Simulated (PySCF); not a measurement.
# C8H6 (phenylacetylene): the cost of one run

Programs: PySCF 2.14.0, with density-fitted response routines of our own. Each step states its level of theory. These are calculated values for one molecule, in the gas phase or a continuum, unless marked as measured. Atoms are numbered from 0 throughout.

### Step 1. The starting structure

14 atoms, charge 0, multiplicity 1; geometry from: GFN2-xTB. The atoms were then displaced at random by about 0.01 Å, so the start is not that level's minimum.

Bonds of the start (Å): C0–C1 1.21, C1–C2 1.43, C2–C3 1.37, C3–C4 1.41, C4–C5 1.38, C5–C6 1.40, C6–C7 1.39, C7–C2 1.38, C0–H8 1.06, C3–H9 1.06, C4–H10 1.07, C5–H11 1.07, C6–H12 1.08, C7–H13 1.08.

### Step 2. Relaxing the molecule at PBE0-D3(BJ)/def2-TZVP

What the job is given:

```
{"job": {"xc": "PBE0", "basis": "def2-TZVP", "d3": "d3bj", "grid": 2, "shake": 0.01, "kind": "geom"}, "charge": 0, "multiplicity": 1}
C      2.227580     1.860500     1.643780
C      1.407430     1.203620     1.044960
C      0.455360     0.404920     0.341610
C     -0.011960     0.838840    -0.873840
C     -0.961220     0.042820    -1.555930
C     -1.365300    -1.160200    -1.015720
C     -0.838240    -1.595800     0.200410
C      0.083210    -0.810420     0.877310
H      2.899400     2.484000     2.176740
H      0.268410     1.783030    -1.269250
H     -1.367380     0.381650    -2.482530
H     -2.069880    -1.775930    -1.537340
H     -1.191280    -2.529260     0.607070
H      0.456720    -1.142840     1.834970
```

Run with:

```sh
$ OMP_NUM_THREADS=1 python probes_run.py task.json out
```

This one command runs all jobs of the session in turn.

Q: Estimate the wall time and peak memory of this first job on 1 thread of AMD EPYC 9R45, shared host.

About 2.7 min, with a peak of 1.6 GiB.
